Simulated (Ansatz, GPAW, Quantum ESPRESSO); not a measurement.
# The valence band of ZrO2 as photoemission sees it, part 2 of 3

Wanted: projected DOS of ZrO2, weighted into photoemission and X-ray emission spectra, at several levels of theory.

From the literature, measured:
- Band energy, valence band maximum below the Fermi level, linear extrapolation of XPS valence band edge: 1.53 eV (XPS valence band; pure t-ZrO2 powder with surface defects; linear extrapolation of XPS edge; defective, non-stoichiometric surface; Fermi level position depends on defects and charge compensation). “Insights Into the Sunlight-Driven Water Oxidation by Ce and Er-Doped ZrO2”, 2018, pmc:6113700.

Ansatz 0.2.0, Quantum ESPRESSO 7.5 and GPAW 26.7.0; DFT, PBE, plane-wave PAW, default files, scalar-relativistic (the session's first sound run).

So far, gap on the path (eV): step 2 (self-consistent run, DOS and bands, PBE) 4.01; step 3 (with spin–orbit coupling, PBE spin-orbit) 4.01.

## (4) With PBEsol

This step: DFT, PBEsol, plane-wave PAW, default files, scalar-relativistic (Ansatz 0.2.0).

The run is repeated with PBEsol on the same cell, to see how much the levels hang on the functional.

The input, input.yaml:

```yaml
crystal:
  lattice:
    - [3.5961, 0.0, 0.0]
    - [0.0, 3.5961, 0.0]
    - [0.0, 0.0, 5.177]
  atoms:
    - { symbol: Zr, position: [0.5, 0.5, 0.5] }
    - { symbol: Zr, position: [0.0, 0.0, 0.0] }
    - { symbol: O, position: [0.5, 0.0, 0.797] }
    - { symbol: O, position: [0.5, 0.0, 0.297] }
    - { symbol: O, position: [0.0, 0.5, 0.703] }
    - { symbol: O, position: [0.0, 0.5, 0.203] }
kpoints:
  mp_grid: { grid: [8, 8, 6] }
  band_path:
    path:
      - [[0.0, 0.0, 0.0], [0.0, 0.5, 0.0], [0.5, 0.5, 0.0], [0.0, 0.0, 0.0], [0.0, 0.0, 0.5], [0.0, 0.5, 0.5], [0.5, 0.5, 0.5], [0.0, 0.0, 0.5]]
      - [[0.0, 0.5, 0.0], [0.0, 0.5, 0.5]]
      - [[0.5, 0.5, 0.0], [0.5, 0.5, 0.5]]
    npoints: 10
scf:
  occupations: { method: fermi_dirac, width: 0.02 }
  n_extra_bands: 16
hamiltonian:
  xc: pbesol
  pseudopotentials: { kind: paw }
output:
  forces: true
  stress: true
  dos:
    projected: true
    de: 0.05
    e_range: [-36, 12]
    nscf_kmesh: { grid: [12, 12, 8] }
  fatbands: true
```

Started as:

```bash
ansatz run input.yaml --threads 4 --pin off --max-ram 12288MiB --backend cpu --events-out ev --progress --plain --runs-dir out
```

It took 5.4 s on 4 threads of Intel Xeon Platinum 8488C (Sapphire Rapids), shared host; peak memory 0.57 GiB.

Numbers from this step:

```
free energy                                    : -10511.3807 eV
Fermi energy                                   : 13.18 eV
pressure                                       : -1.992 GPa
gap on the k-mesh                              : 3.953 eV
share of occupied states in no projected shell : 0.0043 of the occupied states in the window
gap on the path                                : 3.946 eV
least direct gap on the path                   : 4.064 eV
valence top on path                            : 0.0074 eV
```

Electronic bands along the path, in eV, zero at the valence-band maximum; v1 is the highest filled band, c1 the lowest empty one:

```csv
point,v4,v3,v2,v1,c1,c2,c3,c4
Γ,-0.55,-0.12,-0.12,-0.11,3.95,4.46,5.08,5.24
halfway,-1.07,-0.72,-0.22,-0.02,4.64,4.76,4.78,5.30
X,-1.46,-1.46,-0.11,-0.11,4.38,4.38,5.35,5.35
halfway,-0.71,-0.71,-0.31,-0.31,4.85,4.85,5.14,5.14
M,-0.86,-0.86,-0.30,-0.30,5.08,5.08,5.29,5.29
halfway,-0.97,-0.23,-0.20,-0.01,4.77,5.03,5.10,5.14
Γ,-0.55,-0.12,-0.12,-0.11,3.95,4.46,5.08,5.24
halfway,-0.81,-0.81,-0.07,-0.07,4.11,4.70,5.01,5.16
Z,-0.49,-0.49,-0.03,-0.03,4.53,4.53,5.11,5.11
halfway,-1.25,-0.85,-0.76,-0.43,4.49,4.76,4.97,5.16
R,-1.29,-1.29,-0.92,-0.92,4.50,4.50,4.77,4.77
halfway,-0.99,-0.99,-0.76,-0.76,4.88,4.88,5.12,5.12
A,-1.39,-1.39,-0.03,-0.03,5.14,5.14,5.53,5.53
halfway,-1.33,-1.33,-0.43,-0.43,4.68,4.68,5.30,5.30
Z,-0.49,-0.49,-0.03,-0.03,4.53,4.53,5.11,5.11
jump to X,-1.46,-1.46,-0.11,-0.11,4.38,4.38,5.35,5.35
halfway,-1.66,-1.66,-0.48,-0.48,4.45,4.45,5.06,5.06
R,-1.29,-1.29,-0.92,-0.92,4.50,4.50,4.77,4.77
jump to M,-0.86,-0.86,-0.30,-0.30,5.08,5.08,5.29,5.29
halfway,-1.17,-1.17,-0.13,-0.13,5.11,5.11,5.41,5.41
A,-1.39,-1.39,-0.03,-0.03,5.14,5.14,5.53,5.53
```

Of the projections kept (Zr s, Zr d, O p, not projected), the largest for each band there; the rest of the weight can lie on other orbitals:

```csv
point,v4,v3,v2,v1,c1,c2,c3,c4
Γ,O p 0.81,O p 0.98,O p 0.98,O p 0.95,Zr d 1.00,Zr d 0.70,Zr d 0.81,Zr d 1.00
X,O p 0.86,O p 0.86,O p 0.94,O p 0.94,Zr d 0.92,Zr d 0.92,Zr d 0.81,Zr d 0.81
M,O p 0.80,O p 0.80,O p 0.90,O p 0.90,Zr d 0.78,Zr d 0.78,Zr d 0.84,Zr d 0.84
Γ,O p 0.81,O p 0.98,O p 0.98,O p 0.95,Zr d 1.00,Zr d 0.70,Zr d 0.81,Zr d 1.00
Z,O p 0.93,O p 0.93,O p 0.98,O p 0.98,Zr d 1.00,Zr d 1.00,Zr d 0.76,Zr d 0.76
R,O p 0.93,O p 0.93,O p 0.96,O p 0.96,Zr d 0.95,Zr d 0.95,Zr d 0.94,Zr d 0.94
```

Simulated valence spectra by photon energy, shown to 13 eV, since a deeper line would dwarf them at some energies; the 100 % can be that line's tail at the edge; this run's widths, added to any smearing of the DOS itself: Gaussian 0.45 eV, Lorentzian 0.05 eV plus 0.08 an eV of depth. Table of intensity by binding energy, zero at the valence-band maximum; values in % of the maximum within 13 eV:

```csv
binding energy (eV),21.2 eV,100 eV,900 eV,1486.7 eV,5414.7 eV
-1,1.62,1.58,2.76,3.46,7.58
0,42.1,43.9,26.0,22.7,23.7
1,98.8,93.3,75.6,69.6,69.3
2,61.0,56.1,54.4,53.0,65.1
3,72.3,61.8,69.7,68.9,85.5
4,87.7,60.7,99.0,99.0,99.6
5,21.1,14.7,26.8,28.3,38.4
6,3.15,2.54,6.69,8.27,16.8
7,1.31,1.32,5.21,7.02,16.6
8,0.748,1.00,5.34,7.44,18.5
9,0.489,0.946,6.08,8.56,21.6
10,0.346,1.04,7.41,10.4,26.2
11,0.259,1.31,9.63,13.4,33.1
12,-,1.90,13.6,18.6,44.8
```

Spectra as before, but with a recipe of its own (widths, and in some runs the light), which changes peak heights and what is resolved: Gaussian 0.45 eV, Lorentzian 0.05 eV plus 0.08 times the binding energy, linear light, analyser at 0°, Fermi edge at 20 K; some photon energies differ too.

The two runs compared:

```csv
quantity,this run,base run,difference
gap on the path (eV),3.9459,4.0132,-0.0673
least direct gap on the path (eV),4.0643,4.1302,-0.0659
gap on the k-mesh (eV),3.9533,4.0203,-0.0670
```

The two runs differ clearly in the gap on the path: 3.95 eV against 4.01 eV.

At this level the gap is 3.95 eV on the path.

## (5) A coarser DOS mesh

This step: DFT, PBE, plane-wave PAW, default files, scalar-relativistic (Ansatz 0.2.0).

A coarser mesh is cheaper; this run shows what it does to the DOS. The DOS is also smeared by Gaussians here, in place of tetrahedra.

input.yaml, the sections that differ from step 4:

```yaml
kpoints:
  mp_grid: { grid: [8, 8, 6] }
hamiltonian:
  xc: pbe
  pseudopotentials: { kind: paw }
output:
  forces: true
  stress: true
  dos:
    projected: true
    de: 0.05
    e_range: [-36, 12]
    nscf_kmesh: { grid: [6, 6, 4] }
    method: { smearing: { sigma: 0.1, scheme: gaussian } }
# crystal, scf: as in step 4
```

Elapsed: 2.3 s, on 4 threads; peak memory 0.57 GiB.

Numbers from this step:

```yaml
free_energy: -10647.8042 eV
fermi_energy: 13.35 eV
pressure: 5.276 GPa
gap_on_the_k_mesh: 4.020 eV
share_of_occupied_states_in_no_projected_shell: 0.0042 of the occupied states in the window
```

The DOS has structure finer than the step of the table below, so its rows give means over 1 eV, whole bins alone (the curve runs from -27.8 to 14.0 eV). Peaks (eV: height): total -25.4: 26.5, -15.7: 11.5, -4.1: 8.86, 5.1: 11.1; O 2p -4.1: 6.10, -1.4: 6.12, -1.0: 6.76, -0.5: 7.05; Zr 4d 5.1: 9.42, 6.6: 5.82, 7.2: 4.30, 8.2: 4.68; Zr 5s 9.9: 0.656, 10.2: 0.624, 11.0: 0.684, 11.5: 0.635; Zr 5p -15.7: 0.684, -4.1: 0.126.

DOS against E, zero at the valence-band maximum; means over each step; values in states/eV/cell:

```csv
E (eV),total,O 2p,Zr 4d,Zr 5s,Zr 5p,O 2s,Zr 4p
-27,0,0,0,0,0,0,0
-26,6.54,0.131,0.0441,0.0486,0,0.260,6.06
-25,5.46,0.135,0.0105,0.00454,0,0.0252,5.28
-24,0,0,0,0,0,0,0
-23,0,0,0,0,0,0,0
-22,0,0,0,0,0,0,0
-21,0,0,0,0,0,0,0
-20,0,0,0,0,0,0,0
-19,0,0,0,0,0,0,0
-18,0.0143,0,0,0.00543,5.5e-5,0.00880,0
-17,1.19,0.00614,0.0670,0.236,0.0461,0.829,0
-16,6.57,0.0186,0.698,0.180,0.324,5.34,0
-15,0.228,6.5e-4,0.0106,0.00151,0.0106,0.204,0
-14,0,0,0,0,0,0,0
-13,0,0,0,0,0,0,0
-12,0,0,0,0,0,0,0
-11,0,0,0,0,0,0,0
-10,0,0,0,0,0,0,0
-9,0,0,0,0,0,0,0
-8,0,0,0,0,0,0,0
-7,0,0,0,0,0,0,0
-6,5.6e-5,3.5e-5,1.6e-5,4.5e-6,0,0,0
-5,0.877,0.584,0.234,0.0462,0.00562,0.00413,0
-4,5.48,3.83,1.46,0.0965,0.0592,0.0200,0
-3,4.59,3.62,0.713,0.120,0.0533,0.0505,0
-2,3.77,3.16,0.401,0.0642,0.0471,0.0568,0
-1,6.29,5.47,0.606,0.0448,0.0569,0.0492,0
0,2.99,2.79,0.133,0.00945,0.0160,0.0143,0
1,0,0,0,0,0,0,0
2,0,0,0,0,0,0,0
3,0,0,0,0,0,0,0
4,0.323,0.0164,0.300,8.3e-4,6.9e-5,0.00242,0
5,7.59,0.905,6.48,0.0559,0.00388,0.0546,0
6,0.461,0.0358,0.349,0.00495,6.9e-4,0.0561,0
7,4.26,0.460,2.99,0.0841,0.00986,0.469,0
8,4.22,0.932,2.70,0.169,0.00863,0.205,0
9,3.15,0.902,1.94,0.0902,0.00379,0.0622,0
10,1.43,0.274,0.396,0.415,0.00191,0.0561,0
11,1.20,0.0754,0.0754,0.337,8.5e-4,0.0212,0
12,1.04,0.0304,0.0285,0.156,4.1e-4,0.00530,0
13,0.343,0.00497,0.00452,0.0376,2.2e-4,0.00619,0
```

## (6) The same cell in Quantum ESPRESSO

This step: DFT, PBE, plane waves, ultrasoft GBRV pseudopotentials, scalar-relativistic (Quantum ESPRESSO 7.5).

The main run's cell is run in Quantum ESPRESSO, with other potentials, to see which digits hang on the program.

The input, scf.in:

```
&control
  calculation = 'scf'
  prefix = 'pes'
  outdir = './tmp'
  pseudo_dir = './pp'
  tprnfor = .true.
  tstress = .true.
/
&system
  ibrav = 0
  nat = 6
  ntyp = 2
  ecutwfc = 40.0
  ecutrho = 200.0
  occupations = 'smearing'
  nbnd = 40
  smearing = 'fd'
  degauss = 0.00147
/
&electrons
  conv_thr = 3.6e-08
  mixing_beta = 0.5
  electron_maxstep = 120
/
ATOMIC_SPECIES
Zr 91.2240 zr_pbe_v1.uspp.F.UPF
O 15.9990 o_pbe_v1.2.uspp.F.UPF
CELL_PARAMETERS angstrom
 3.596100000 0.000000000 0.000000000
 0.000000000 3.596100000 0.000000000
 0.000000000 0.000000000 5.177000000
ATOMIC_POSITIONS crystal
Zr 0.500000000 0.500000000 0.500000000
Zr 0.000000000 0.000000000 0.000000000
O 0.500000000 0.000000000 0.797000000
O 0.500000000 0.000000000 0.297000000
O 0.000000000 0.500000000 0.703000000
O 0.000000000 0.500000000 0.203000000
K_POINTS automatic
8 8 6 0 0 0
```

Started as:

```bash
OMP_NUM_THREADS=1 mpirun -n 4 pw.x -nk 4 -in scf.in > scf.out
```

Wall time 14 s (4 MPI ranks); 53 s of CPU time.

This step gave:

```yaml
free_energy: -4468.3321 eV
fermi_energy: 14.09 eV
pressure: 5.404 GPa
gap_on_the_k_mesh: 4.027 eV
```

At this level the gap is 4.03 eV on the k-mesh of the self-consistent run, which can miss the band edges.

## (7) Quantum ESPRESSO: denser mesh

The levels for the density of states are solved on the fixed potential, without another SCF cycle.

nscf.in, as its differences from scf.in of step 6:

```diff
@@ -1,3 +1,3 @@
 &control
-  calculation = 'scf'
+  calculation = 'nscf'
   prefix = 'pes'
@@ -5,4 +5,3 @@
   pseudo_dir = './pp'
-  tprnfor = .true.
-  tstress = .true.
+  verbosity = 'high'
 /
@@ -23,2 +22,3 @@
   electron_maxstep = 120
+  diago_full_acc = .true.
 /
@@ -39,2 +39,2 @@
 K_POINTS automatic
-8 8 6 0 0 0
+10 10 8 0 0 0
```

Started as:

```bash
OMP_NUM_THREADS=1 mpirun -n 4 pw.x -nk 4 -in nscf.in > nscf.out
```

Wall time 16 s (4 MPI ranks); 64 s of CPU time.

This step gave:

```yaml
fermi_energy: 14.00 eV
```

## (8) Projected DOS and spectra

projwfc.x splits the states by atom and shell, which the spectra need, since each shell has its own cross section.

The input, projwfc.in:

```
&projwfc
  prefix = 'pes'
  outdir = './tmp'
  filpdos = 'pes'
  ngauss = 0
  degauss = 0.00735
  DeltaE = 0.05
  Emin = -22.0
  Emax = 26.0
/
```

Started as:

```bash
OMP_NUM_THREADS=1 mpirun -n 4 projwfc.x -nk 4 -in projwfc.in > projwfc.out
```

Wall time 2.3 s (4 MPI ranks).

This step gave:

```yaml
gap_from_the_dos_mesh: 4.02 eV
share_of_occupied_states_in_no_projected_shell: 0.0021 of the occupied states in the window
```

## (9) Quantum ESPRESSO: bands

The bands are solved at chosen points on the fixed potential.

bands.in, as its differences from nscf.in of step 7:

```diff
@@ -1,3 +1,3 @@
 &control
-  calculation = 'nscf'
+  calculation = 'bands'
   prefix = 'pes'
@@ -38,3 +38,12 @@
 O 0.000000000 0.500000000 0.203000000
-K_POINTS automatic
-10 10 8 0 0 0
+K_POINTS crystal
+93
+ 0.00000000 0.00000000 0.00000000 1
+ 0.00000000 0.05000000 0.00000000 1
+ 0.00000000 0.10000000 0.00000000 1
+ 0.00000000 0.15000000 0.00000000 1
+ 0.00000000 0.20000000 0.00000000 1
+ 0.00000000 0.25000000 0.00000000 1
+ ! [... 85 more points ...]
+ 0.50000000 0.50000000 0.45000000 1
+ 0.50000000 0.50000000 0.50000000 1
```

Started as:

```bash
OMP_NUM_THREADS=1 mpirun -n 4 pw.x -nk 4 -in bands.in > bands.out
```

Elapsed: 15 s, on 4 MPI ranks; 59 s of CPU time.

Numbers from this step:

* gap on the path: 4.020 eV
* least direct gap on the path: 4.136 eV
* valence top on path: 0.0073 eV

Electronic bands along the path, in eV, zero at the valence-band maximum; v1 is the highest filled band, c1 the lowest empty one:

```csv
point,v4,v3,v2,v1,c1,c2,c3,c4
Γ,-0.54,-0.11,-0.11,-0.11,4.03,4.55,5.14,5.28
halfway,-1.04,-0.71,-0.21,-0.02,4.72,4.82,4.83,5.34
X,-1.44,-1.44,-0.11,-0.11,4.45,4.45,5.39,5.39
halfway,-0.71,-0.71,-0.31,-0.31,4.90,4.90,5.20,5.20
M,-0.85,-0.85,-0.29,-0.29,5.13,5.13,5.34,5.34
halfway,-0.96,-0.23,-0.20,-0.01,4.83,5.09,5.15,5.20
Γ,-0.54,-0.11,-0.11,-0.11,4.03,4.55,5.14,5.28
halfway,-0.81,-0.81,-0.07,-0.07,4.18,4.78,5.06,5.21
Z,-0.49,-0.49,-0.02,-0.02,4.59,4.59,5.17,5.17
halfway,-1.24,-0.85,-0.74,-0.42,4.56,4.82,5.02,5.21
R,-1.28,-1.28,-0.90,-0.90,4.57,4.57,4.83,4.83
halfway,-0.98,-0.98,-0.74,-0.74,4.93,4.93,5.17,5.17
A,-1.38,-1.38,-0.03,-0.03,5.18,5.18,5.59,5.59
halfway,-1.32,-1.32,-0.43,-0.43,4.74,4.74,5.35,5.35
Z,-0.49,-0.49,-0.02,-0.02,4.59,4.59,5.17,5.17
jump to X,-1.44,-1.44,-0.11,-0.11,4.45,4.45,5.39,5.39
halfway,-1.63,-1.63,-0.47,-0.47,4.51,4.51,5.11,5.11
R,-1.28,-1.28,-0.90,-0.90,4.57,4.57,4.83,4.83
jump to M,-0.85,-0.85,-0.29,-0.29,5.13,5.13,5.34,5.34
halfway,-1.15,-1.15,-0.12,-0.12,5.16,5.16,5.47,5.47
A,-1.38,-1.38,-0.03,-0.03,5.18,5.18,5.59,5.59
```

On this path the gap is indirect, 4.02 eV, with the valence top between M and Γ and the conduction bottom at Γ. The least direct gap is 4.14 eV.

## (10) GPAW, plane waves

This step: DFT, PBE, PAW datasets of GPAW, plane waves, scalar-relativistic (GPAW 26.7.0).

GPAW, with its own PAW datasets and plane waves, is a further check on the main run's cell.

The input, run.py:

```python
import json
import numpy as np
from ase import Atoms
from ase.parallel import paropen
from gpaw import GPAW, PW, FermiDirac, Mixer, MixerDif, setup_paths

atoms = Atoms(['Zr', 'Zr', 'O', 'O', 'O', 'O'],
              cell=[[3.5961, 0.0, 0.0], [0.0, 3.5961, 0.0], [0.0, 0.0, 5.177]],
              scaled_positions=[[0.5, 0.5, 0.5], [0.0, 0.0, 0.0], [0.5, 0.0, 0.797], [0.5, 0.0, 0.297], [0.0, 0.5, 0.703], [0.0, 0.5, 0.203]],
              pbc=(True, True, True))
params = dict(mode=PW(500),
              xc='PBE',
              kpts={'size': (8, 8, 6), 'gamma': True},
              occupations=FermiDirac(0.02),
              nbands=-16,
              maxiter=200,
              txt='gs.txt')
atoms.calc = calc = GPAW(**params)
atoms.get_potential_energy()
ef = calc.get_fermi_level()
nk, ns = len(calc.get_ibz_k_points()), calc.get_number_of_spins()
out = dict(free=atoms.get_potential_energy(force_consistent=True), ef=ef, nel=calc.get_number_of_electrons(), cell=atoms.cell[:], frac=atoms.get_scaled_positions(wrap=False),
           eig=[[calc.get_eigenvalues(k, s) for k in range(nk)] for s in range(ns)], forces=atoms.get_forces(apply_constraint=False))
dense = calc.fixed_density(kpts={'size': (10, 10, 8), 'gamma': True}, txt='dos.txt')
out['eig_dense'] = [[dense.get_eigenvalues(k, s) for k in range(len(dense.get_ibz_k_points()))] for s in range(ns)]
dos = dense.dos(shift_fermi_level=False)
e = ef + np.arange(-36, 12, 0.05)
out['e'], out['dos'] = e - ef, dos.raw_dos(e, width=0.1)
kpts = [[0.0, 0.0, 0.0], [0.0, 0.05, 0.0], [0.0, 0.1, 0.0], [0.0, 0.15, 0.0], ..., [0.5, 0.5, 0.5]]  # list cut here
bands = calc.fixed_density(kpts=kpts, symmetry='off', txt='bands.txt', convergence={'bands': -4})
out['band_e'] = [[bands.get_eigenvalues(k, s) for k in range(len(kpts))] for s in range(ns)]
with paropen('out.json', 'w') as f:
    json.dump(out, f, default=lambda a: a.tolist())
```

Started as:

```bash
OMP_NUM_THREADS=1 mpirun -n 4 gpaw python run.py > run.log
```

The job ended after 56 s (4 MPI ranks; 3.7 min of CPU time).

Numbers from this step:

```yaml
free_energy: -54.4675 eV
fermi_energy: 8.444 eV
gap_on_the_path: 4.012 eV
least_direct_gap_on_the_path: 4.127 eV
valence_top_on_path: 0 eV
gap_from_the_dos_mesh: 4.012 eV
```

Electronic bands along the path, in eV, zero at the valence-band maximum; v1 is the highest filled band, c1 the lowest empty one:

```csv
point,v4,v3,v2,v1,c1,c2,c3,c4
Γ,-0.53,-0.13,-0.13,-0.12,4.01,4.54,5.12,5.27
halfway,-1.04,-0.70,-0.22,-0.03,4.71,4.81,4.82,5.33
X,-1.43,-1.43,-0.11,-0.11,4.43,4.43,5.38,5.38
halfway,-0.70,-0.70,-0.31,-0.31,4.89,4.89,5.19,5.19
M,-0.84,-0.84,-0.28,-0.28,5.13,5.13,5.33,5.33
halfway,-0.96,-0.23,-0.19,0.00,4.81,5.08,5.14,5.19
Γ,-0.53,-0.13,-0.13,-0.12,4.01,4.54,5.12,5.27
halfway,-0.82,-0.82,-0.07,-0.07,4.17,4.76,5.05,5.19
Z,-0.49,-0.49,-0.03,-0.03,4.58,4.58,5.16,5.16
halfway,-1.23,-0.85,-0.75,-0.42,4.55,4.81,5.01,5.20
R,-1.28,-1.28,-0.90,-0.90,4.55,4.55,4.82,4.82
halfway,-0.97,-0.97,-0.74,-0.74,4.92,4.92,5.17,5.17
A,-1.37,-1.37,-0.03,-0.03,5.17,5.17,5.58,5.58
halfway,-1.32,-1.32,-0.43,-0.43,4.73,4.73,5.34,5.34
Z,-0.49,-0.49,-0.03,-0.03,4.58,4.58,5.16,5.16
jump to X,-1.43,-1.43,-0.11,-0.11,4.43,4.43,5.38,5.38
halfway,-1.63,-1.63,-0.47,-0.47,4.50,4.50,5.10,5.10
R,-1.28,-1.28,-0.90,-0.90,4.55,4.55,4.82,4.82
jump to M,-0.84,-0.84,-0.28,-0.28,5.13,5.13,5.33,5.33
halfway,-1.16,-1.16,-0.11,-0.11,5.15,5.15,5.46,5.46
A,-1.37,-1.37,-0.03,-0.03,5.17,5.17,5.58,5.58
```

The DOS has structure finer than the step of the table below, so its rows give means over 1 eV, whole bins alone (the curve runs from -18.8 to 7.91 eV). Peaks (eV: height): -15.8: 12.2, -4.1: 7.94, -3.4: 6.73, -0.9: 7.86, -0.3: 6.83, 5.2: 11.5, 6.5: 5.81.

DOS against E, zero at the valence-band maximum; means over each step:

E (eV), DOS (states/eV/cell) and a bar:
```
      -18        0.0 
      -17        1.3 #####
      -16        6.6 ##########################
      -15        0.1 
      -14        0.0 
      -13        0.0 
      -12        0.0 
      -11        0.0 
      -10        0.0 
       -9        0.0 
       -8        0.0 
       -7        0.0 
       -6        0.0 
       -5        0.8 ###
       -4        5.4 #####################
       -3        4.8 ###################
       -2        3.9 ###############
       -1        6.1 ########################
        0        3.0 ############
        1        0.0 
        2        0.0 
        3        0.0 
        4        0.3 #
        5        7.6 ##############################
        6        0.6 ##
        7        4.0 ################
```

(Continued in part 3 of 3.)

[Logs are printed without paths, hosts, clocks, repeated set-up lines and the standing remarks that a program may print on its own settings, such as how far it seeks lower states.]

[Hosts, paths, dates, database ids (printed as entryN), source tags and the programs' standing remarks are cut or masked in the printed files.]

[Maps of the electrostatic potential energy from Ansatz leave out the sawtooth potential of an applied field or a dipole correction, so their vacuum need not be flat; work functions include it.]

[Peak lists hold at most the 14 tallest peaks of each spectrum; further lines can be left out.]
